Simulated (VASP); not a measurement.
A run of VASP 6.6.1:

POSCAR

```
Ta2C
1.0
    3.1059007354      0.0000000000      0.0000000000
   -1.5529503677      2.6897889385      0.0000000000
    0.0000000000      0.0000000000      4.9464000000
Ta C
2 1
Direct
    0.3333333333      0.6666666667      0.2520100000
    0.6666666667      0.3333333333      0.7479900000
    0.0000000000      0.0000000000      0.0000000000
```

Contents of INCAR.step1:

```
PREC = Accurate
ENCUT = 520
ISMEAR = 0
SIGMA = 0.1
LREAL = False
LASPH = True
NELM = 100
NBANDS = 20
GGA = PE
ALGO = Normal
EDIFF = 1E-4
LWAVE = True
LCHARG = False
```

INCAR.step2

```
PREC = Accurate
ENCUT = 520
EDIFF = 1E-7
ISMEAR = 0
SIGMA = 0.1
LREAL = False
LASPH = True
NELM = 100
ALGO = Normal
ISIF = 2
LWAVE = False
LCHARG = False
METAGGA = R2SCAN
LMIXTAU = True
NBANDS = 20
ISTART = 1
```

The input KPOINTS:

```
regular mesh
0
Gamma
  6 6 4
```

Potentials or basis: VASP PAW PBE potentials, release 64 (Ta_pv, C).

The run is started by

```bash
$ cat potpaw_PBE.64/Ta_pv/POTCAR potpaw_PBE.64/C/POTCAR > POTCAR
$ cp INCAR.step1 INCAR
$ mpirun -np 1 vasp_std > vasp.out
$ cp INCAR.step2 INCAR
$ mpirun -np 1 vasp_std > vasp.out
```

Hardware: 1 thread of Intel(R) Xeon(R) Platinum 8488C (Sapphire Rapids) (shared host).

Problem. Estimate the wall time of this run.

Solution. Run time: 66 s on 1 thread of Intel(R) Xeon(R) Platinum 8488C (Sapphire Rapids), on a shared host, peak memory 0.17 GiB. Counts: scf iterations 14, k points 24.
